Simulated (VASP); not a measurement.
A run of VASP 6.6.1 is set up as follows.

INCAR

```
SYSTEM = Mo
ALGO = Normal
AMIX = 0.2
EDIFF = 1E-7
EDIFFG = -0.002
ENCUT = 520
GGA = PE
IBRION = 2
ISIF = 3
ISMEAR = 0
LASPH = .True.
LCHARG = .False.
LREAL = .False.
LWAVE = .False.
NELM = 100
NSW = 80
PREC = Accurate
SIGMA = 0.1
```

KPOINTS

```
k-points
0
Gamma
  18 18 18
  0 0 0
```

POSCAR

```
Mo                                      
1.0
   -1.5812181569      1.5812181569      1.5812181569
    1.5812181569     -1.5812181569      1.5812181569
    1.5812181569      1.5812181569     -1.5812181569
  Mo            
     1
Direct
     0.0000000000000000    0.0000000000000000    0.0000000000000000
```

Potentials or basis: VASP PAW PBE potentials, release 64 (Mo_sv).

Run with:

```console
$ cat potpaw_PBE.64/Mo_sv/POTCAR > POTCAR
$ mpirun -np 1 vasp_std > vasp.out
```

Task: What does it give for the band gap on the k mesh?

Result: None (metal or under the smearing width).

Final structure:
```
CELL_PARAMETERS angstrom
-1.58122 1.58122 1.58122
1.58122 -1.58122 1.58122
1.58122 1.58122 -1.58122
ATOMIC_POSITIONS crystal
Mo 0.00000 0.00000 0.00000
```

Caveat: the relaxation stopped at its first step, so nothing moved.
